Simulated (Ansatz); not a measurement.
# Co in W(100), 2x2: scattering by a point defect, part 2 of 3

How strong a scatterer is Co in W(100), 2x2, and does relaxation matter?

Ansatz 0.2.0; Ansatz plane-wave DFT, PBE, PAW files, collinear spin; ballistic transport by layer matching (Landauer), zero bias; PAW set soft_1 (the session's first sound run).

So far: The structure; Transmission at ideal sites.

## Step 2: Transmission at ideal sites (continued)

Valence density in the ca plane at fractional y = 0.250, with atoms of W and Co within 0.2 Å of it. It is the smooth field of the valence electrons, not physical close to the nuclei.

Ten steps, logarithmic in the rise over the least value, from '0' (0 e/Å³) to '9' (38 e/Å³), each cell a mean:
```
00000000000000000000000000000000000000000000
10000122100000122100000121100001121100001221
20001345420001355310002454310002454200013454
31001455530002555520003555410013555310014555
31001455530002555420003555410013555310014555
20001345420001344310002454310002454200013454
00000112100000122100000121100001121000001121
00000000000000000000000000000000000000000000
00000000000000000000000000000000000000000000
00000000000000000000000000000000000000000000
10000233210001233210000233100001333100002332
30001455520002455410001587300003555300014555
31001455530002555520002799400014555310014555
30001355420002455410001587300003555300014554
10000233210001233210000232100001333100002332
00000000000000000000000000000000000000000000
00000000000000000000000000000000000000000000
```
Columns run along c (16.0 Å, from fractional 0.22 to 0.78 of the cell), rows up along a (6.3 Å). Atoms in or near the plane, at fractional coordinates: W at (0.31, 0.25), W at (0.31, 0.75), W at (0.42, 0.25), W at (0.42, 0.75), Co at (0.53, 0.25), W at (0.53, 0.75), W at (0.64, 0.25), W at (0.64, 0.75), W at (0.75, 0.25), W at (0.75, 0.75).

Nearest the Fermi level spin up passes 3.30 of 5.28 channels of the lower lead and spin down 4.16 of 5.28.

## Step 3: Resistance at ideal sites

This step: Ansatz plane-wave DFT, PBE, PAW files, collinear spin; ballistic transport by layer matching (Landauer), zero bias; area resistance of the defect plane and resistivity an atomic per cent; PAW set soft_1 (Ansatz 0.2.0).

This step gave:

* area resistance: 0.3576 fΩ m²
* T over the leads' mean channel count: 0.7133
* spin asymmetry γ: -0.3789 (R down - R up) / (R down + R up)
* resistivity per at.% scaled from this dense plane, with the factor 3/4 for isotropic scattering: 6.781 µΩ cm

Averaged over the energies near the Fermi level, 71.3 % of the channels pass, which makes 0.358 fΩ m².

By hand, with means over the energies near the Fermi level: RA per spin = A (h/e²)(1/T − ½[1/N₁ + 1/N₂]); spin up: 40.06×10⁻²⁰ m² × 25 813 Ω × (1/3.292 − ½[1/5.198 + 1/5.198]) = 1.15 fΩ m²; spin down: 40.06×10⁻²⁰ m² × 25 813 Ω × (1/4.123 − ½[1/5.198 + 1/5.198]) = 0.519 fΩ m². The spins conduct in parallel, so 1/RA = 1/1.15 + 1/0.519 and RA = 0.358 fΩ m²; γ = (0.519 − 1.15)/(0.519 + 1.15) = -0.38.

## Step 4: Relaxing the neighbours

The neighbours of the defect are let go while the lead's layers stay on their sites, since a lead must repeat to 0.01 Å.

This step: Ansatz plane-wave DFT, PBE, PAW files, collinear spin; relaxation with the lead's layers held; PAW set soft_1 (Ansatz 0.2.0).

input.yaml reads:

```yaml
crystal:
  lattice:
    - [6.3296, 0.0, 0.0]
    - [0.0, 6.3296, 0.0]
    - [0.0, 0.0, 28.4832]
  atoms:
    - { symbol: W, position: [0.0, 0.0, 0.0277777778] }
    - { symbol: W, position: [0.0, 0.5, 0.0277777778] }
    - { symbol: W, position: [0.5, 0.0, 0.0277777778] }
    - { symbol: W, position: [0.5, 0.5, 0.0277777778] }
    - { symbol: W, position: [0.25, 0.25, 0.0833333333] }
    - { symbol: W, position: [0.25, 0.75, 0.0833333333] }
    - { symbol: W, position: [0.75, 0.25, 0.0833333333] }
    - { symbol: W, position: [0.75, 0.75, 0.0833333333] }
    - { symbol: W, position: [0.0, 0.0, 0.1388888889] }
    - { symbol: W, position: [0.0, 0.5, 0.1388888889] }
    - { symbol: W, position: [0.5, 0.0, 0.1388888889] }
    - { symbol: W, position: [0.5, 0.5, 0.1388888889] }
    - { symbol: W, position: [0.25, 0.25, 0.1944444444] }
    - { symbol: W, position: [0.25, 0.75, 0.1944444444] }
    - { symbol: W, position: [0.75, 0.25, 0.1944444444] }
    - { symbol: W, position: [0.75, 0.75, 0.1944444444] }
    - { symbol: W, position: [0.0, 0.0, 0.25] }
    - { symbol: W, position: [0.0, 0.5, 0.25] }
    - { symbol: W, position: [0.5, 0.0, 0.25] }
    - { symbol: W, position: [0.5, 0.5, 0.25] }
    - { symbol: W, position: [0.25, 0.25, 0.3055555556] }
    - { symbol: W, position: [0.25, 0.75, 0.3055555556] }
    - { symbol: W, position: [0.75, 0.25, 0.3055555556] }
    - { symbol: W, position: [0.75, 0.75, 0.3055555556] }
    - { symbol: W, position: [0.0, 0.0, 0.3611111111] }
    - { symbol: W, position: [0.0, 0.5, 0.3611111111] }
    - { symbol: W, position: [0.5, 0.0, 0.3611111111] }
    - { symbol: W, position: [0.5, 0.5, 0.3611111111] }
    - { symbol: W, position: [0.25, 0.25, 0.4166666667] }
    - { symbol: W, position: [0.25, 0.75, 0.4166666667] }
    - { symbol: W, position: [0.75, 0.25, 0.4166666667] }
    - { symbol: W, position: [0.75, 0.75, 0.4166666667] }
    - { symbol: W, position: [0.0, 0.0, 0.4722222222] }
    - { symbol: W, position: [0.0, 0.5, 0.4722222222] }
    - { symbol: W, position: [0.5, 0.0, 0.4722222222] }
    - { symbol: W, position: [0.5, 0.5, 0.4722222222] }
    - { symbol: Co, position: [0.25, 0.25, 0.5277777778], spin: 2.0 }
    - { symbol: W, position: [0.25, 0.75, 0.5277777778] }
    - { symbol: W, position: [0.75, 0.25, 0.5277777778] }
    - { symbol: W, position: [0.75, 0.75, 0.5277777778] }
    - { symbol: W, position: [0.0, 0.0, 0.5833333333] }
    - { symbol: W, position: [0.0, 0.5, 0.5833333333] }
    - { symbol: W, position: [0.5, 0.0, 0.5833333333] }
    - { symbol: W, position: [0.5, 0.5, 0.5833333333] }
    - { symbol: W, position: [0.25, 0.25, 0.6388888889] }
    - { symbol: W, position: [0.25, 0.75, 0.6388888889] }
    - { symbol: W, position: [0.75, 0.25, 0.6388888889] }
    - { symbol: W, position: [0.75, 0.75, 0.6388888889] }
    - { symbol: W, position: [0.0, 0.0, 0.6944444444] }
    - { symbol: W, position: [0.0, 0.5, 0.6944444444] }
    - { symbol: W, position: [0.5, 0.0, 0.6944444444] }
    - { symbol: W, position: [0.5, 0.5, 0.6944444444] }
    - { symbol: W, position: [0.25, 0.25, 0.75] }
    - { symbol: W, position: [0.25, 0.75, 0.75] }
    - { symbol: W, position: [0.75, 0.25, 0.75] }
    - { symbol: W, position: [0.75, 0.75, 0.75] }
    - { symbol: W, position: [0.0, 0.0, 0.8055555556] }
    - { symbol: W, position: [0.0, 0.5, 0.8055555556] }
    - { symbol: W, position: [0.5, 0.0, 0.8055555556] }
    - { symbol: W, position: [0.5, 0.5, 0.8055555556] }
    - { symbol: W, position: [0.25, 0.25, 0.8611111111] }
    - { symbol: W, position: [0.25, 0.75, 0.8611111111] }
    - { symbol: W, position: [0.75, 0.25, 0.8611111111] }
    - { symbol: W, position: [0.75, 0.75, 0.8611111111] }
    - { symbol: W, position: [0.0, 0.0, 0.9166666667] }
    - { symbol: W, position: [0.0, 0.5, 0.9166666667] }
    - { symbol: W, position: [0.5, 0.0, 0.9166666667] }
    - { symbol: W, position: [0.5, 0.5, 0.9166666667] }
    - { symbol: W, position: [0.25, 0.25, 0.9722222222] }
    - { symbol: W, position: [0.25, 0.75, 0.9722222222] }
    - { symbol: W, position: [0.75, 0.25, 0.9722222222] }
    - { symbol: W, position: [0.75, 0.75, 0.9722222222] }
magnetization:
  spin_polarized: true
kpoints:
  mp_grid: { grid: [4, 4, 1] }
hamiltonian:
  xc: pbe
  pseudopotentials: { kind: paw, azcp: { folder: soft_1 } }
scf:
  occupations: { method: fermi_dirac, width: 0.1 }
relax:
  f_tol: 0.03
  max_steps: 40
  constraints:
    - { sites: [0, 1, 2, 3, 4, 5, 6, 7, 8, 9, 10, 11, 12, 13, 14, 15, 16, 17, 18, 19, 52, 53, 54, 55, 56, 57, 58, 59, 60, 61, 62, 63, 64, 65, 66, 67, 68, 69, 70, 71] }
```

The run is started by

```
$ ansatz run input.yaml --threads 4 --pin off --max-ram 15360MiB --backend cpu --events-out ev --progress --plain --runs-dir out
```

Numbers of over 12 decimals in the logs are rounded to 6 here.

The program printed:

```text
Warning: crystal.symmetry: narrowed to the stabiliser of the relax constraints — unitary ops 16 → 8; lowered at sites 20, 21, 22, 23, 52, 53, 54, 55 (the operations that carried what is held of a site onto what its image site leaves free; the constrained walk keeps no symmetry that its constraints do not admit)
[...]
Crystal: 72 atoms, lattice volume = 1141.146 Å³
Basis set: ecut = 420 eV, 22299 PW (Γ), exchange–correlation on 90×90×384 points (8 copies of the dense FFT grid, shifted against one another)
Bands: 608, of which v1, the nominal top of the filled ones, is band 506 counted from 1 (505 counted from 0)
Symmetry: 8 space group operations
k-points: 6 of 16
[...]
Starting moments: Σ|m| = 2 μB on 1 of 72 sites
[...]
SCF iter   1: F=—  HF=-742548.138575 eV  |F-HF|=—  |Δ(HF+E_count)|=         —  Δρ=4.67e-2 (↑3.77e-2 ↓4.67e-2)  dr2=1.30e3  dr2_m=6.34e-1  M=1.338 μB ∫|m|=1.686 μB  β_m=0.30  ethr=3.10e-3  ⟨swp⟩=5.3  Hψ=23356  notcnv=0
[...]
SCF iter  15: F=-742525.665044 eV  HF=-742525.665059 eV  |F-HF|=1.49e-5  |Δ(HF+E_count)|=   5.48e-7  Δρ=2.34e-5 (↑6.16e-6 ↓2.34e-5)  dr2=1.59e-5  dr2_m=8.03e-7  M=2.034 μB ∫|m|=2.453 μB  ethr=1.64e-9  ⟨swp⟩=1.0  Hψ=16296  notcnv=0
SCF 1 converged in 15 iterations: F = -742525.665044 eV  dr2 = 1.59e-5
[...]
relax step   1: F+E_penalty+E_count = -742525.66504433 eV  Δ(F+E_penalty+E_count) = +0.000e0 eV  max|allowed force component| = 5.228e-1 eV/Å  Δτ_max = 0.0000 Å  (15 SCF iters, dr2 threshold 2.25e-5 eV, accepted)
[...]
Starting moments: Σ|m| = 2 μB on 1 of 72 sites; this step starts from the density that it was given
[...]
iter 1 solved again at ethr=3.19e-4 eV; its pass at ethr=3.10e-3 eV (dr2=3.22e0 eV) is discarded
[...]
SCF iter  12: F=-742525.335726 eV  HF=-742525.335735 eV  |F-HF|=8.69e-6  |Δ(HF+E_count)|=   1.82e-7  Δρ=1.80e-5 (↑5.53e-6 ↓1.80e-5)  dr2=9.19e-6  dr2_m=4.16e-7  M=1.810 μB ∫|m|=2.197 μB  ethr=8.55e-11  ⟨swp⟩=1.0  Hψ=20831  notcnv=0
SCF 2 converged in 12 iterations: F = -742525.335726 eV  dr2 = 9.19e-6
[...]
relax step   2: F+E_penalty+E_count = -742525.33572642 eV  Δ(F+E_penalty+E_count) = +3.293e-1 eV  max|allowed force component| = 1.102e0 eV/Å  Δτ_max = 0.1467 Å  (12 SCF iters, dr2 threshold 1.71e-5 eV, rejected (line search))
SCF iter   1: F=—  HF=-742525.778560 eV  |F-HF|=—  |Δ(HF+E_count)|=         —  Δρ=3.00e-3 (↑3.00e-3 ↓2.91e-3)  dr2=2.20e0  dr2_m=2.14e-3  M=1.866 μB ∫|m|=2.244 μB  β_m=0.30  ethr=1.94e-3  ⟨swp⟩=6.3  Hψ=15337  notcnv=0  defer=15
[...]
SCF iter  15: F=-742525.703609 eV  HF=-742525.703609 eV  |F-HF|=4.54e-9  |Δ(HF+E_count)|=   8.50e-9  Δρ=4.68e-7 (↑8.93e-8 ↓4.68e-7)  dr2=5.18e-9  dr2_m=5.44e-10  M=1.987 μB ∫|m|=2.399 μB  ethr=2.36e-12  ⟨swp⟩=1.0  Hψ=21171  notcnv=0
SCF 3 converged in 15 iterations: F = -742525.703609 eV  dr2 = 5.18e-9
relax step   3: F+E_penalty+E_count = -742525.70360909 eV  Δ(F+E_penalty+E_count) = -3.856e-2 eV  max|allowed force component| = 5.011e-2 eV/Å  Δτ_max = 0.0427 Å  (15 SCF iters, accepted)
SCF iter   1: F=—  HF=-742525.703642 eV  |F-HF|=—  |Δ(HF+E_count)|=         —  Δρ=6.76e-5 (↑6.76e-5 ↓6.70e-5)  dr2=6.13e-4  dr2_m=1.09e-7  M=1.988 μB ∫|m|=2.400 μB  β_m=0.65  ethr=1.08e-6  ⟨swp⟩=4.1  Hψ=11781  notcnv=0  defer=12
[...]
SCF iter  11: F=-742525.704046 eV  HF=-742525.704047 eV  |F-HF|=5.31e-8  |Δ(HF+E_count)|=   2.44e-9  Δρ=1.46e-6 (↑2.94e-7 ↓1.46e-6)  dr2=5.65e-8  dr2_m=3.60e-9  M=1.990 μB ∫|m|=2.402 μB  ethr=1.00e-12  ⟨swp⟩=1.0  Hψ=18357  notcnv=0
SCF 4 converged in 11 iterations: F = -742525.704046 eV  dr2 = 5.65e-8
relax step   4: F+E_penalty+E_count = -742525.70404648 eV  Δ(F+E_penalty+E_count) = -4.374e-4 eV  max|allowed force component| = 1.925e-2 eV/Å  Δτ_max = 0.0021 Å  (11 SCF iters, accepted)
SCF converged after 11 iterations
Magnetization: 1.9896 μB (506.4948 up, 504.5052 down)
Absolute magnetization: 2.4061 μB (∫|ρ↑−ρ↓|, with the PAW one-centre terms)
[...]
Per-site moments (μB) at R_I (Å): [(-0.00166922, 1.130579), (-0.00166922, 1.130579), (-0.00166922, 1.130579), (-0.00166922, 1.130579), (0.00240968, 1.130579), (0.00144879, 1.130579), (0.00144879, 1.130579), (0.000683777, 1.130579), (-0.00202731, 1.130579), (-0.00202731, 1.130579), (-0.00202731, 1.130579), (-0.00202731, 1.130579), (0.00269697, 1.130579), (0.00161846, 1.130579), (0.00161846, 1.130579), (0.00241818, 1.1 [...]
Free energy (F): -742525.704046 eV
[...]
Internal energy: -742524.403814 eV  (E = F + TS)
E sigma→0 (E₀):  -742525.053930 eV
Entropy (-TS):   -1.300232 eV (-18.059 meV/atom)
Fermi energy:    22.268722 eV
[...]
--- Forces (eV/Å), atoms counted from 1 ---
  atom   1  W      0.01003062     0.01003062    -0.00050784
  atom   2  W      0.01003062    -0.01003062    -0.00050784
  atom   3  W     -0.01003062     0.01003062    -0.00050784
  atom   4  W     -0.01003062    -0.01003062    -0.00050784
  atom   5  W     -0.00000000     0.00000000    -0.02193390
  atom   6  W      0.00000000     0.00000000    -0.01718505
  atom   7  W     -0.00000000     0.00000000    -0.01718505
  atom   8  W     -0.00000000     0.00000000     0.01636782
  atom   9  W      0.00038811     0.00038811     0.02019362
  atom  10  W      0.00038811    -0.00038811     0.02019362
  atom  11  W     -0.00038811     0.00038811     0.02019362
  atom  12  W     -0.00038811    -0.00038811     0.02019362
  atom  13  W      0.00000000     0.00000000     0.01183199
  atom  14  W      0.00000000     0.00000000    -0.00698853
  atom  15  W      0.00000000     0.00000000    -0.00698853
  atom  16  W     -0.00000000     0.00000000     0.02410478
  atom  17  W     -0.00468516    -0.00468516     0.13169575
  atom  18  W     -0.00468516     0.00468516     0.13169575
  atom  19  W      0.00468516    -0.00468516     0.13169575
  atom  20  W      0.00468516     0.00468516     0.13169575
  atom  21  W      0.00000000     0.00000000     0.01447700
  atom  22  W      0.00000000     0.00000000     0.00223030
  atom  23  W     -0.00000000     0.00000000     0.00223030
  atom  24  W      0.00000000     0.00000000    -0.00331539
  atom  25  W      0.00146857     0.00146857    -0.00372338
  atom  26  W      0.00146857    -0.00146857    -0.00372338
  atom  27  W     -0.00146857     0.00146857    -0.00372338
  atom  28  W     -0.00146857    -0.00146857    -0.00372338
  atom  29  W      0.00000000     0.00000000     0.01925312
  atom  30  W     -0.00000000     0.00000000    -0.00270424
  atom  31  W      0.00000000     0.00000000    -0.00270424
  atom  32  W      0.00000000     0.00000000    -0.01744601
  atom  33  W     -0.00002982    -0.00002982    -0.00472641
  atom  34  W     -0.00002982     0.00002982    -0.00472641
  atom  35  W      0.00002982    -0.00002982    -0.00472641
  atom  36  W      0.00002982     0.00002982    -0.00472641
  atom  37  Co    -0.00000000     0.00000000     0.00060423
  atom  38  W     -0.00000000     0.00000000     0.00026487
  atom  39  W      0.00000000     0.00000000     0.00026487
  atom  40  W     -0.00000000     0.00000000     0.00157035
[...]
atom  61  W     -0.00000000     0.00000000     0.04080129
  atom  62  W      0.00000000     0.00000000     0.03232938
  atom  63  W      0.00000000     0.00000000     0.03232938
  atom  64  W      0.00000000     0.00000000    -0.00238527
  atom  65  W      0.00065033     0.00065033    -0.02215394
  atom  66  W      0.00065033    -0.00065033    -0.02215394
  atom  67  W     -0.00065033     0.00065033    -0.02215394
  atom  68  W     -0.00065033    -0.00065033    -0.02215394
  atom  69  W     -0.00000000     0.00000000     0.02515836
  atom  70  W     -0.00000000     0.00000000     0.01713971
  atom  71  W      0.00000000     0.00000000     0.01713971
  atom  72  W      0.00000000     0.00000000    -0.01248791
  max |Σ_I F_I| component: 1.59e-7 eV/Å
--- Relaxed structure (4 steps of the walk, 3 accepted, 0 SCFs on fresh bases) ---
  F+E_penalty+E_count = -742525.70404648 eV   max|allowed force component| = 1.925e-2 eV/Å
  atoms:
    - { symbol: W, position: [0.0, 0.0, 0.027778] }
    - { symbol: W, position: [0.0, 0.5, 0.027778] }
    - { symbol: W, position: [0.5, 0.0, 0.027778] }
    - { symbol: W, position: [0.5, 0.5, 0.027778] }
    - { symbol: W, position: [0.25, 0.25, 0.083333] }
    - { symbol: W, position: [0.25, 0.75, 0.083333] }
    - { symbol: W, position: [0.75, 0.25, 0.083333] }
    - { symbol: W, position: [0.75, 0.75, 0.083333] }
    - { symbol: W, position: [0.0, 0.0, 0.138889] }
    - { symbol: W, position: [0.0, 0.5, 0.138889] }
    - { symbol: W, position: [0.5, 0.0, 0.138889] }
    - { symbol: W, position: [0.5, 0.5, 0.138889] }
    - { symbol: W, position: [0.25, 0.25, 0.194444] }
    - { symbol: W, position: [0.25, 0.75, 0.194444] }
    - { symbol: W, position: [0.75, 0.25, 0.194444] }
    - { symbol: W, position: [0.75, 0.75, 0.194444] }
    - { symbol: W, position: [0.0, 0.0, 0.250000] }
    - { symbol: W, position: [0.0, 0.5, 0.250000] }
    - { symbol: W, position: [0.5, 0.0, 0.250000] }
    - { symbol: W, position: [0.5, 0.5, 0.250000] }
    - { symbol: W, position: [0.25, 0.25, 0.306106] }
    - { symbol: W, position: [0.25, 0.75, 0.305743] }
    - { symbol: W, position: [0.75, 0.25, 0.305743] }
    - { symbol: W, position: [0.75, 0.75, 0.305733] }
    - { symbol: W, position: [5.217899208562034e-5, 5.217899208562032e-5, 0.361603] }
    - { symbol: W, position: [5.217899208562034e-5, 0.499948, 0.361603] }
    - { symbol: W, position: [0.499948, 5.2178992085620355e-5, 0.361603] }
    - { symbol: W, position: [0.499948, 0.499948, 0.361603] }
    - { symbol: W, position: [0.25, 0.25, 0.418169] }
    - { symbol: W, position: [0.25, 0.75, 0.417288] }
    - { symbol: W, position: [0.75, 0.25, 0.417288] }
    - { symbol: W, position: [0.75, 0.75, 0.417052] }
    - { symbol: W, position: [0.000747166, 0.000747166, 0.472829] }
    - { symbol: W, position: [0.000747166, 0.499253, 0.472829] }
    - { symbol: W, position: [0.499253, 0.000747166, 0.472829] }
    - { symbol: W, position: [0.499253, 0.499253, 0.472829] }
    - { symbol: Co, position: [0.25, 0.25, 0.527881] }
    - { symbol: W, position: [0.25, 0.75, 0.527880] }
    - { symbol: W, position: [0.75, 0.25, 0.527880] }
    - { symbol: W, position: [0.75, 0.75, 0.527887] }
    - { symbol: W, position: [0.000752011, 0.000752011, 0.582935] }
[...]
- { symbol: W, position: [0.25, 0.25, 0.861111] }
    - { symbol: W, position: [0.25, 0.75, 0.861111] }
    - { symbol: W, position: [0.75, 0.25, 0.861111] }
    - { symbol: W, position: [0.75, 0.75, 0.861111] }
    - { symbol: W, position: [0.0, 0.0, 0.916667] }
    - { symbol: W, position: [0.0, 0.5, 0.916667] }
    - { symbol: W, position: [0.5, 0.0, 0.916667] }
    - { symbol: W, position: [0.5, 0.5, 0.916667] }
    - { symbol: W, position: [0.25, 0.25, 0.972222] }
    - { symbol: W, position: [0.25, 0.75, 0.972222] }
    - { symbol: W, position: [0.75, 0.25, 0.972222] }
    - { symbol: W, position: [0.75, 0.75, 0.972222] }
```

Run time: 52 min. Hardware: 4 threads of Arm Neoverse V1, shared host; peak memory 8.7 GiB; 3.4 h of CPU time.

The steps of the relaxation:

```
step  energy less that of the first step (eV)  largest force component (eV/Å)
   1                                   0.0000                          0.5228
   2                                   0.3293                          1.1025
   3                                  -0.0386                          0.0501
   4                                  -0.0390                          0.0193
```

Relaxation step 2 was tried and not accepted.

The atoms that moved most (Å):

```
atom      dx      dy      dz  length
 W29   0.000   0.000   0.043   0.043
 W45   0.000   0.000  -0.036   0.036
 W36  -0.005  -0.005   0.017   0.019
 W35  -0.005   0.005   0.017   0.019
 W34   0.005  -0.005   0.017   0.019
 W33   0.005   0.005   0.017   0.019
 W31   0.000   0.000   0.018   0.018
 W30   0.000   0.000   0.018   0.018
```

Numbers from this step:

```
free energy             : -742525.7040 eV
energy at zero smearing : -742525.0539 eV
magnetization           : 1.990 μB
absolute magnetization  : 2.406 μB
```

The largest force component on a free atom ends at 0.019 eV/Å, under the tolerance of 0.03, after 4 steps.

[end of part 2 of 3]

[Logs are printed without paths, hosts, clocks, repeated set-up lines and the standing remarks that a program may print on its own settings, such as how far it seeks lower states.]

[Hosts, paths, dates, database ids (printed as entryN), source tags and the programs' standing remarks are cut or masked in the printed files.]
